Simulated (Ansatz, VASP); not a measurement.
# Sc (dimer Sc chain): VASP beside Ansatz

Aim: how closely do two programs agree when they are given the same cell, functional and k mesh? The structure shown is the start of the Ansatz relaxation below; VASP solves that cell, so the two are compared at the walk's first step.

Program: Ansatz 0.2.0. Level of theory: plane waves, with VASP 6.6.1 beside it; single point at RPBE, single point at PBEsol and single point at PBE. Results are calculated unless marked as measured.

### Step 1. The structure

The cell holds 2 atoms: 2 Sc. Its edges and angles: a = 7.500 Å, b = 7.500 Å, c = 6.460 Å, α = 90.0°, β = 90.0°, γ = 90.0°. Vacuum lies along a and b. The structure's axis is c.

### Step 2. Ansatz: relaxation, RPBE

Ansatz runs on its default PAW (the set named soft_2) files.

The two programs are compared at the cell with which this relaxation starts, whose forces are those of its first step.

Input file input.yaml:

```yaml
crystal:
  lattice:
    - [7.5, 0.0, 0.0]
    - [0.0, 7.5, 0.0]
    - [0.0, 0.0, 6.46]
  atoms:
    - { symbol: Sc, position: [0.5, 0.5, 0.0], spin: 1.0 }
    - { symbol: Sc, position: [0.5, 0.5, 0.45], spin: 1.0 }
magnetization:
  spin_polarized: true
kpoints:
  mp_grid: { grid: [1, 1, 13] }
scf:
  occupations: { method: fermi_dirac, width: 0.05 }
hamiltonian:
  xc: rpbe
relax:
  cell: { fix: [a, b, alpha, beta, gamma] }
  max_steps: 60
```

The run is started by

```
$ ansatz run input.yaml --threads 4 --pin off --max-ram 8192MiB --backend cpu --events-out ev --progress --plain --runs-dir out
```

Numbers of over 12 decimals in the logs are rounded to 6 here.

Log:

```text
Engine: ansatz 0.2.0, aarch64-unknown-linux-gnu
Pseudopotentials: kind: paw
Pseudopotential: Sc, paw, valence charge 11, recommended cutoff 420 eV (normal), Sc.paw.azcp
Functional definition: RPBE
  parameter kappa = 0.804
  parameter beta = 0.066725
  exchange = rpbe_x(kappa = kappa, mu = beta*pi^2/3)
  correlation = pbe_c(beta = beta)
Crystal: 2 atoms, lattice volume = 363.375 Å³
Basis set: ecut = 420 eV, 7069 PW (Γ), exchange–correlation on 108×108×90 points (8 copies of the dense FFT grid, shifted against one another)
Bands: 16, of which v1, the nominal top of the filled ones, is band 11 counted from 1 (10 counted from 0)
Symmetry: 16 space group operations
Space group: P4/mmm (ITA 123), of the structure as read, at distance tolerance 7.1e-5 Å
Magnetic group: BNS 123.339 (UNI 999), of the structure as read, at distance tolerance 7.1e-5 Å
k-points: 7 of 13
Non-local potential: Sc, projectors of the file, l = 0: 3, l = 1: 2, l = 2: 3, l = 3: 1
PAW form: soft (Blöchl's): semilocal exchange-correlation on the pseudo side does not see the compensation charge
PAW frozen core: Sc, regenerated for the run's functional, and the local potential with it (the file was generated under x = pbe(κ = 0.804, μ = 0.219515), c = pbe(β = 0.066725))
PAW one-centre angular grid: Sc, 590 points (default); XC on 64 Gauss nodes
Initial density: superposition of atomic densities (neutral atoms: chi_scale 0, normalization atom)
Starting moments: Σ|m| = 2 μB on 2 of 2 sites
Initial wavefunctions: pseudopotential atomic-orbital guess
Functional: x = rpbe, c = pbe(β = 0.066725)
SCF iter   1: F=—  HF=-4274.645279 eV  |F-HF|=—  |Δ(HF+E_count)|=         —  Δρ=1.47e-2 (↑1.47e-2 ↓4.86e-3)  dr2=2.34e0  dr2_m=1.24e-1  M=2.767 μB ∫|m|=2.767 μB  β_m=0.30  ethr=3.10e-3  ⟨swp⟩=5.5  Hψ=1079  notcnv=0
Mixer restart at iter 1: flushing history
preconditioner: auto → LDOS  [metal: Δε(μ)=0.082 eV  Ē_g=1.551 eV  σ=0.050 eV  W_gap=0.38  n_scr=30 (ndim 8)  ℏωp=4.8 eV  f_vac=0.511  D(μ)=5.70/eV (n_scr^D=30)]
spin=Collinear: LDOS preconditioning applied to the charge; magnetization (m = ρ↑ − ρ↓) channel mixes plain (no charge-response kernel on spin).
SCF iter   2: F=—  HF=-4274.724403 eV  |F-HF|=—  |Δ(HF+E_count)|=   7.91e-2  Δρ=1.06e-2 (↑1.06e-2 ↓3.04e-3)  dr2=1.13e0  dr2_m=8.37e-2  M=2.965 μB ∫|m|=2.965 μB  β_m=0.63  ethr=3.10e-3  ⟨swp⟩=2.1  Hψ=382  notcnv=0
SCF iter   3: F=—  HF=-4274.986223 eV  |F-HF|=—  |Δ(HF+E_count)|=   2.62e-1  Δρ=1.67e-3 (↑1.67e-3 ↓1.38e-3)  dr2=1.80e-2  dr2_m=3.89e-3  M=3.227 μB ∫|m|=3.227 μB  β_m=0.67  ethr=3.10e-3  ⟨swp⟩=5.4  Hψ=1710  notcnv=0
automatic band count: the SCF goes on with 20 bands, as 16 were too few: the levels above may hold too much charge
SCF iter   4: F=—  HF=-4275.022632 eV  |F-HF|=—  |Δ(HF+E_count)|=         —  Δρ=9.25e-4 (↑9.25e-4 ↓4.93e-4)  dr2=5.85e-3  dr2_m=9.33e-4  M=3.275 μB ∫|m|=3.275 μB  β_m=0.67  ethr=8.18e-5  ⟨swp⟩=2.1  Hψ=568  notcnv=0
Mixer restart at iter 4: flushing history
SCF iter   5: F=—  HF=-4275.030677 eV  |F-HF|=—  |Δ(HF+E_count)|=   8.05e-3  Δρ=5.52e-4 (↑5.52e-4 ↓2.57e-4)  dr2=2.21e-3  dr2_m=2.75e-4  M=3.312 μB ∫|m|=3.312 μB  β_m=0.84  ethr=2.66e-5  ⟨swp⟩=2.0  Hψ=433  notcnv=0
SCF iter   6: F=—  HF=-4275.035582 eV  |F-HF|=—  |Δ(HF+E_count)|=   4.90e-3  Δρ=2.30e-4 (↑2.30e-4 ↓6.47e-5)  dr2=1.48e-4  dr2_m=5.23e-5  M=3.349 μB ∫|m|=3.349 μB  β_m=0.92  ethr=1.01e-5  ⟨swp⟩=3.0  Hψ=544  notcnv=0
SCF iter   7: F=—  HF=-4275.035963 eV  |F-HF|=—  |Δ(HF+E_count)|=   3.81e-4  Δρ=1.22e-4 (↑1.22e-4 ↓5.29e-5)  dr2=4.54e-5  dr2_m=1.79e-5  M=3.355 μB ∫|m|=3.355 μB  β_m=0.96  ethr=6.74e-7  ⟨swp⟩=2.0  Hψ=434  notcnv=0
SCF iter   8: F=—  HF=-4275.036065 eV  |F-HF|=—  |Δ(HF+E_count)|=   1.03e-4  Δρ=6.10e-5 (↑6.10e-5 ↓3.58e-5)  dr2=2.84e-5  dr2_m=3.42e-6  M=3.355 μB ∫|m|=3.355 μB  β_m=0.90  ethr=2.06e-7  ⟨swp⟩=2.0  Hψ=437  notcnv=0
SCF iter   9: F=—  HF=-4275.036073 eV  |F-HF|=—  |Δ(HF+E_count)|=   7.36e-6  Δρ=1.82e-5 (↑1.82e-5 ↓8.62e-6)  dr2=1.57e-6  dr2_m=3.09e-7  M=3.355 μB ∫|m|=3.355 μB  β_m=0.85  ethr=1.29e-7  ⟨swp⟩=2.0  Hψ=418  notcnv=0
SCF iter  10: F=—  HF=-4275.036073 eV  |F-HF|=—  |Δ(HF+E_count)|=   4.64e-7  Δρ=3.11e-6 (↑3.11e-6 ↓1.89e-6)  dr2=8.77e-8  dr2_m=1.02e-8  M=3.355 μB ∫|m|=3.355 μB  β_m=0.92  ethr=7.14e-9  ⟨swp⟩=2.0  Hψ=410  notcnv=0
SCF iter  11: F=-4275.036074 eV  HF=-4275.036074 eV  |F-HF|=1.07e-8  |Δ(HF+E_count)|=   3.64e-7  Δρ=1.90e-6 (↑1.90e-6 ↓6.11e-7)  dr2=1.47e-8  dr2_m=2.84e-9  M=3.355 μB ∫|m|=3.355 μB  ethr=3.98e-10  ⟨swp⟩=1.4  Hψ=854  notcnv=0
SCF 1 converged in 11 iterations: F = -4275.036074 eV  dr2 = 1.47e-8
  greatest PAW one-centre occupation: 0.998 electrons in one spin orbital (limit 2), on the Sc atom at site 1 (counted from 0), in its partial waves of l = 0
[...]
preconditioner: auto → LDOS  [metal: Δε(μ)=0.008 eV  Ē_g=2.065 eV  σ=0.050 eV  W_gap=0.04  n_scr=10 (ndim 8)  ℏωp=4.9 eV  f_vac=0.525  D(μ)=4.40/eV (n_scr^D=18)]
spin=Collinear: LDOS preconditioning applied to the charge; magnetization (m = ρ↑ − ρ↓) channel mixes plain (no charge-response kernel on spin).
SCF iter   2: F=—  HF=-4275.151426 eV  |F-HF|=—  |Δ(HF+E_count)|=   1.59e-3  Δρ=3.57e-4 (↑3.57e-4 ↓2.02e-4)  dr2=1.96e-4  dr2_m=2.17e-4  M=3.411 μB ∫|m|=3.414 μB  β_m=0.58  ethr=8.48e-6  ⟨swp⟩=2.2  Hψ=470  notcnv=0
SCF iter   3: F=—  HF=-4275.151750 eV  |F-HF|=—  |Δ(HF+E_count)|=   3.24e-4  Δρ=1.00e-4 (↑1.00e-4 ↓9.95e-5)  dr2=3.77e-5  dr2_m=2.58e-5  M=3.415 μB ∫|m|=3.419 μB  β_m=0.75  ethr=8.91e-7  ⟨swp⟩=2.9  Hψ=460  notcnv=0
SCF iter   4: F=—  HF=-4275.151830 eV  |F-HF|=—  |Δ(HF+E_count)|=   7.94e-5  Δρ=3.03e-5 (↑3.03e-5 ↓2.82e-5)  dr2=5.63e-6  dr2_m=1.92e-6  M=3.417 μB ∫|m|=3.421 μB  β_m=0.83  ethr=1.71e-7  ⟨swp⟩=2.5  Hψ=477  notcnv=0
SCF iter   5: F=—  HF=-4275.151841 eV  |F-HF|=—  |Δ(HF+E_count)|=   1.20e-5  Δρ=1.17e-5 (↑9.75e-6 ↓1.17e-5)  dr2=1.48e-6  dr2_m=1.20e-7  M=3.417 μB ∫|m|=3.421 μB  β_m=0.78  ethr=2.56e-8  ⟨swp⟩=2.1  Hψ=423  notcnv=0
iter 6 did not close the SCF: its close was put off for a magnetic moment that had not settled (scf_convergence_deferred on its scf_iter line)
SCF iter   6: F=-4275.151842 eV  HF=-4275.151842 eV  |F-HF|=2.49e-7  |Δ(HF+E_count)|=   5.35e-7  Δρ=4.80e-6 (↑4.80e-6 ↓3.59e-6)  dr2=1.23e-7  dr2_m=3.64e-8  M=3.417 μB ∫|m|=3.421 μB  β_m=0.89  ethr=9.09e-10  ⟨swp⟩=2.9  Hψ=951  notcnv=0
SCF iter   7: F=-4275.151842 eV  HF=-4275.151842 eV  |F-HF|=6.39e-9  |Δ(HF+E_count)|=   4.22e-7  Δρ=2.04e-6 (↑2.04e-6 ↓1.16e-6)  dr2=2.74e-8  dr2_m=2.25e-9  M=3.417 μB ∫|m|=3.421 μB  ethr=5.59e-10  ⟨swp⟩=2.6  Hψ=882  notcnv=0
SCF 5 converged in 7 iterations: F = -4275.151842 eV  dr2 = 2.74e-8
relax step   5: F+E_penalty+E_count = -4275.15184243 eV  Δ(F+E_penalty+E_count) = -4.828e-3 eV  max|allowed force component| = 5.117e-2 eV/Å  Δτ_max = 0.0215 Å  P = -0.275 GPa  Ω = 345.484 Å³  energy of the carried Pulay correction = +7.318e-4 eV  fix = [a, b, alpha, beta, gamma]  reactions: a -0.388, b -0.388 GPa  (7 SCF iters, dr2 threshold 2.00e-7 eV, accepted)
[...]
relax step   6: F+E_penalty+E_count = -4275.15217365 eV  Δ(F+E_penalty+E_count) = -3.312e-4 eV  max|allowed force component| = 9.892e-4 eV/Å  Δτ_max = 0.0059 Å  P = -0.259 GPa  Ω = 345.249 Å³  energy of the carried Pulay correction = +7.419e-4 eV  fix = [a, b, alpha, beta, gamma]  reactions: a -0.388, b -0.388 GPa  (6 SCF iters, dr2 threshold 1.64e-7 eV, accepted)
[...]
relax step   7: F+E_penalty+E_count = -4275.15157292 eV  Δ(F+E_penalty+E_count) = +6.007e-4 eV  max|allowed force component| = 1.255e-3 eV/Å  Δτ_max = 0.0000 Å  P = -0.259 GPa  Ω = 345.249 Å³  fix = [a, b, alpha, beta, gamma]  reactions: a -0.388, b -0.388 GPa  stress off target by 1.41e-3 GPa on what of the cell is left free  SCF on the basis re-selected at this cell (its energy is not comparable with the rows above)  (7 SCF iters)
basis re-selected at this cell: Δ(F+E_penalty+E_count) = +6.007e-4 eV, ΔP = -0.000 GPa vs the last step (what re-selecting the basis moved, of the pressure what is left beyond the Pulay correction that the steps carried, after the strain that the cell walked since its last selection, with what the two solves' SCF thresholds leave and, on support functions, any second-order correction that the steps lacked; it is no m [...]
SCF converged after 7 iterations
Magnetization: 3.4194 μB (12.7097 up, 9.2903 down)
Absolute magnetization: 3.4245 μB (∫|ρ↑−ρ↓|, with the PAW one-centre terms)
Spin contamination: 0.0377 ħ² per cell (⟨S²⟩ above its minimum at these occupations)
Per-site moments (μB) at R_I (Å): [(0.975663, 1.079719), (0.975663, 1.079719)]
Free energy (F): -4275.151573 eV
Harris-Foulkes:  -4275.151573 eV  (|F-HF|=5.28e-11)
Internal energy: -4275.116390 eV  (E = F + TS)
E sigma→0 (E₀):  -4275.133981 eV
Entropy (-TS):   -0.035183 eV (-17.592 meV/atom)
Fermi energy:    -0.944156 eV
--- Per-component energies (eV) ---
  E_band       = -577.483266
  E_kinetic    = 518.048440
  E_local      = -3740.736570  (includes V_loc(G=0)·N_el)
  E_nonlocal   = 172.722655
  E_hartree    = 1479.684667
  E_xc         = -204.169398
  E_vxc        = -251.074484  (∫ρ·V_xc dr)
  E_paw        = -1921.967781  (= ΣΔE_a)
  E_vpaw       = -235.812803  (= ΣTr[D̂ρ^β])
  E_aug_tail   = 0.000020  (compensation charges beyond the density's cutoff)
  E_ewald      = -578.594228
  E_core_change = -0.104196  (= ΣΔE_core)
  E_smearing   = -0.035183  (= −TS)
  E_closure    = 0.000000  (closes the sum)
  Σ components = -4275.151573   (vs F -4275.151573, Δ=0.00e0)
--- Forces (eV/Å), atoms counted from 1 ---
  atom   1  Sc    -0.00000000     0.00000000    -0.00125491
  atom   2  Sc    -0.00000000     0.00000000     0.00125491
  max |Σ_I F_I| component: 4.04e-28 eV/Å
--- Stress (GPa, compression-positive) ---
       -0.387861       0.000000       0.000000
        0.000000      -0.387861       0.000000
        0.000000       0.000000      -0.001407
  P = ⅓ Tr σ = -0.2590 GPa (-2.590 kbar)
--- Relaxed structure (6 steps of the walk, 6 accepted, 1 SCFs on fresh bases) ---
  F+E_penalty+E_count = -4275.15157292 eV   max|allowed force component| = 1.255e-3 eV/Å   (the final SCF, on the basis selected at the relaxed cell)
  cell:  # Å, volume = 345.2495 Å³
    - [7.5, 0.0, 0.0]
    - [0.0, 7.5, 0.0]
    - [0.0, 0.0, 6.137769]
  atoms:
    - { symbol: Sc, position: [0.5, 0.5, 0.011771] }
    - { symbol: Sc, position: [0.5, 0.5, 0.438229] }
```

### Step 3. VASP: single point, RPBE, start cell

The same cell, functional, mesh and smearing now go to VASP, with its own data sets.

Lines of VASP's logs that name or quote its potential files are left out, and so is its time.

Input file INCAR:

```
SYSTEM = Sc
PREC = Accurate
ENCUT = 400
EDIFF = 1E-06
NELM = 200
ISMEAR = -1
SIGMA = 0.05
LREAL = .FALSE.
ALGO = Normal
GGA = RP
NBANDS = 20
ISPIN = 2
MAGMOM = 0.98 0.98
LASPH = .TRUE.
LMAXMIX = 4
LORBIT = 11
LWAVE = .FALSE.
LCHARG = .FALSE.
ISIF = 2
GGA_COMPAT = .FALSE.
KPAR = 2
```

Input file POSCAR:

```
Sc
1.0
    7.5000000000      0.0000000000      0.0000000000
    0.0000000000      7.5000000000      0.0000000000
    0.0000000000      0.0000000000      6.4600000000
Sc
2
Direct
    0.5000000000      0.5000000000      0.0000000000
    0.5000000000      0.5000000000      0.4500000000
```

Input file KPOINTS:

```
Automatic mesh
0
Gamma
1 1 13
0 0 0
```

PAW data sets: Sc_sv (PBE family, release 64).

The run is started by

```
$ mpirun -np 2 vasp_std
```

Log:

```text
[banner, memory and clock lines left out]
running    2 mpi-ranks, on    1 nodes
 distrk:  each k-point on    1 cores,    2 groups
 distr:  one band on    1 cores,    1 groups

 POSCAR found type information on POSCAR Sc
 POSCAR found :  1 types and       2 ions
|                                                                             |
|               ----> ADVICE to this user running VASP <----                  |
|                                                                             |
|     You enforced a specific xc type in the INCAR file but a different       |
|     [... a line on the potential file left out ...]
|     I HOPE YOU KNOW WHAT YOU ARE DOING!                                     |
|                                                                             |

 LDA part: xc-table for (Slater+PW92), standard interpolation
 POSCAR, INCAR and KPOINTS ok, starting setup
 FFT: planning ... GRIDC
 FFT: planning ... GRID_SOFT
 FFT: planning ... GRID
 WAVECAR not read
 entering main loop
       N       E                     dE             d eps       ncg     rms          rms(c)
DAV:   1     0.174002534029E+03    0.17400E+03   -0.93638E+03   768   0.615E+02
DAV:   2     0.468660341135E+00   -0.17353E+03   -0.17199E+03   696   0.315E+02
DAV:   3    -0.639362375375E+01   -0.68623E+01   -0.63754E+01   912   0.510E+01
DAV:   4    -0.694625629375E+01   -0.55263E+00   -0.48724E+00   968   0.105E+01
DAV:   5    -0.696905451765E+01   -0.22798E-01   -0.22201E-01   928   0.170E+00    0.599E+00
DAV:   6    -0.664947197308E+01    0.31958E+00   -0.27268E+00  1008   0.127E+01    0.326E+00
DAV:   7    -0.648789778469E+01    0.16157E+00   -0.41120E-01   828   0.563E+00    0.145E+00
DAV:   8    -0.651546844061E+01   -0.27571E-01   -0.92221E-02   840   0.291E+00    0.628E-01
DAV:   9    -0.659942007507E+01   -0.83952E-01   -0.16518E-01   792   0.169E+00    0.477E-01
DAV:  10    -0.660248775881E+01   -0.30677E-02   -0.94542E-03   824   0.619E-01    0.390E-01
DAV:  11    -0.660515386964E+01   -0.26661E-02   -0.73666E-03   724   0.648E-01    0.247E-01
DAV:  12    -0.660802081352E+01   -0.28669E-02   -0.11199E-02   664   0.764E-01    0.840E-02
DAV:  13    -0.660854966191E+01   -0.52885E-03   -0.33992E-03   672   0.390E-01    0.416E-02
DAV:  14    -0.660868909342E+01   -0.13943E-03   -0.14865E-03   616   0.219E-01    0.212E-02
DAV:  15    -0.660889078094E+01   -0.20169E-03   -0.18839E-03   672   0.226E-01    0.152E-02
DAV:  16    -0.660899687628E+01   -0.10610E-03   -0.26123E-03   616   0.224E-01    0.903E-03
DAV:  17    -0.660934936669E+01   -0.35249E-03   -0.45387E-03   560   0.298E-01    0.508E-03
DAV:  18    -0.660897002440E+01    0.37934E-03   -0.43494E-03   448   0.279E-01    0.321E-03
DAV:  19    -0.660879485804E+01    0.17517E-03   -0.14068E-03   448   0.157E-01    0.185E-03
DAV:  20    -0.660873131554E+01    0.63542E-04   -0.30953E-04   448   0.707E-02    0.137E-03
DAV:  21    -0.660875210692E+01   -0.20791E-04   -0.15759E-04   448   0.502E-02    0.801E-04
DAV:  22    -0.660873194773E+01    0.20159E-04   -0.12814E-04   456   0.423E-02    0.489E-04
DAV:  23    -0.660872625668E+01    0.56910E-05   -0.26515E-05   504   0.202E-02    0.465E-04
DAV:  24    -0.660872587190E+01    0.38478E-06   -0.62615E-07   628   0.363E-03
   1 F= -.66087259E+01 E0= -.65863314E+01  d E =-.447890E-01  mag=     3.3582
```

Parts of OUTCAR (step 3):

```text
ion  position               nearest neighbor table
   1  0.500  0.500  0.000-   2 2.91
   2  0.500  0.500  0.450-   1 2.91

  LATTYP: Found a simple tetragonal cell.
 ALAT       =     7.5000000000
 C/A-ratio  =     0.8613333333

 Subroutine GETGRP returns: Found 16 space group operations
 (whereof  8 operations were pure point group operations)

The static configuration has the point symmetry C_4v.
 The point group associated with its full space group is D_4h.

 Found      7 irreducible k-points:

   k-points           NKPTS =      7   k-points in BZ     NKDIM =      7   number of bands    NBANDS=     20

   dimension x,y,z NGX =    50 NGY =   50 NGZ =   42
   dimension x,y,z NGXF=   100 NGYF=  100 NGZF=   84

   ENCUT  =  400.0 eV  29.40 Ry    5.42 a.u.  12.23 12.23 10.53*2*pi/ulx,y,z

   NELECT =      22.0000    total number of electrons

 k-points in reciprocal lattice and weights: Automatic mesh
   0.00000000  0.00000000  0.00000000       0.077
   0.00000000  0.00000000  0.07692308       0.154
   0.00000000  0.00000000  0.15384615       0.154
   0.00000000  0.00000000  0.23076923       0.154
   0.00000000  0.00000000  0.30769231       0.154
   0.00000000  0.00000000  0.38461538       0.154
   0.00000000  0.00000000  0.46153846       0.154

 average (electrostatic) potential at core
       1 -54.0606       2 -54.0606

 E-fermi :  -1.7818

 spin component 1
 k-point     1 :       0.0000    0.0000    0.0000
  band No.  band energies     occupation
    ...
      9      -4.5815      1.00000
     10      -2.4697      1.00000
     11      -2.4697      1.00000
     12      -2.1242      0.99894
     13      -1.7970      0.57536
     14      -1.5496      0.00953
     15      -1.1851      0.00001
     16      -1.0228      0.00000
     17      -0.9907      0.00000
     18      -0.9242      0.00000
    ...

 k-point     2 :       0.0000    0.0000    0.0769
  band No.  band energies     occupation
    ...
      9      -4.5524      1.00000
     10      -2.4590      1.00000
     11      -2.4590      1.00000
     12      -2.1095      0.99858
     13      -1.7902      0.54208
     14      -1.5438      0.00849
     15      -1.2551      0.00003
     16      -1.1926      0.00001
     17      -0.9974      0.00000
     18      -0.8597      0.00000
    ...

 k-point     3 :       0.0000    0.0000    0.1538
  band No.  band energies     occupation
    ...
      8     -31.1496      1.00000
      9      -4.4661      1.00000
     10      -2.4281      1.00000
     11      -2.4281      1.00000
     12      -2.0686      0.99678
     13      -1.7706      0.44413
     14      -1.6025      0.02697
     15      -1.5269      0.00607
     16      -1.2145      0.00001
     17      -1.0169      0.00000
    ...

 k-point     4 :       0.0000    0.0000    0.2308
  band No.  band energies     occupation
    ...
      9      -4.3250      1.00000
     10      -2.3800      0.99999
     11      -2.3800      0.99999
     12      -2.0708      0.99692
     13      -1.9178      0.93818
     14      -1.7399      0.30200
     15      -1.5007      0.00360
     16      -1.2483      0.00002
     17      -1.1285      0.00000
     18      -1.1285      0.00000
    ...

 k-point     5 :       0.0000    0.0000    0.3077
  band No.  band energies     occupation
    ...
      9      -4.1338      1.00000
     10      -2.4137      1.00000
     11      -2.3213      0.99998
     12      -2.3213      0.99998
     13      -1.8764      0.86894
     14      -1.7019      0.16820
     15      -1.4684      0.00189
     16      -1.2897      0.00005
     17      -1.2625      0.00003
     18      -1.2625      0.00003
    ...

 k-point     6 :       0.0000    0.0000    0.3846
  band No.  band energies     occupation
    ...
      8     -31.1786      1.00000
      9      -3.9040      1.00000
     10      -2.7820      1.00000
     11      -2.2637      0.99993
     12      -2.2637      0.99993
     13      -1.7806      0.49391
     14      -1.6633      0.08552
     15      -1.4362      0.00099
     16      -1.3722      0.00028
     17      -1.3722      0.00028
    ...

  Total       -0.8765197     -0.8765197     -2.5721307      0.0000000      0.0000000      0.0000000
  in kB       -3.8647126     -3.8647126    -11.3409274      0.0000000      0.0000000      0.0000000
  external PRESSURE =      -6.3567842 kB  Pullay stress =       0.0000000 kB

  energy-cutoff  :      400.00
  volume of cell :      363.38
      direct lattice vectors                 reciprocal lattice vectors
     7.500000000  0.000000000  0.000000000     0.133333333  0.000000000  0.000000000
     0.000000000  7.500000000  0.000000000     0.000000000  0.133333333  0.000000000
     0.000000000  0.000000000  6.460000000     0.000000000  0.000000000  0.154798762

 POSITION                                       TOTAL-FORCE (eV/Angst)
 -----------------------------------------------------------------------------------
      3.75000      3.75000      0.00000         0.000000      0.000000      0.484490
      3.75000      3.75000      2.90700         0.000000     -0.000000     -0.484490
 -----------------------------------------------------------------------------------
    total drift:                                0.000000     -0.000000     -0.000051

  FREE ENERGIE OF THE ION-ELECTRON SYSTEM (eV)
  ---------------------------------------------------
  free  energy   TOTEN  =        -6.6087258719 eV

  energy  without entropy=       -6.5639368685  energy(sigma->0) =       -6.58633137

 total charge
# of ion       s       p       d       tot
------------------------------------------
    1        2.278   5.983   1.038   9.298
    2        2.278   5.983   1.038   9.298
--------------------------------------------------
tot          4.555  11.965   2.076  18.597

 magnetization (x)
# of ion       s       p       d       tot
------------------------------------------
    1        0.035   0.032   1.012   1.078
    2        0.035   0.032   1.012   1.078
--------------------------------------------------
tot          0.069   0.064   2.023   2.156

[... 6 further parts left out ...]
```

The PAW data sets were made with PBE, which is usual practice but a small mismatch for other functionals.

(Part 1 of 2 ends here.)

[Lines on the potential files, build, host, timing and source positions are cut from VASP's logs without a mark.]

[Logs are printed without paths, hosts, clocks, repeated set-up lines and the standing remarks that a program may print on its own settings, such as how far it seeks lower states.]

[Hosts, paths, dates, database ids (printed as entryN), source tags and the programs' standing remarks are cut or masked in the printed files.]
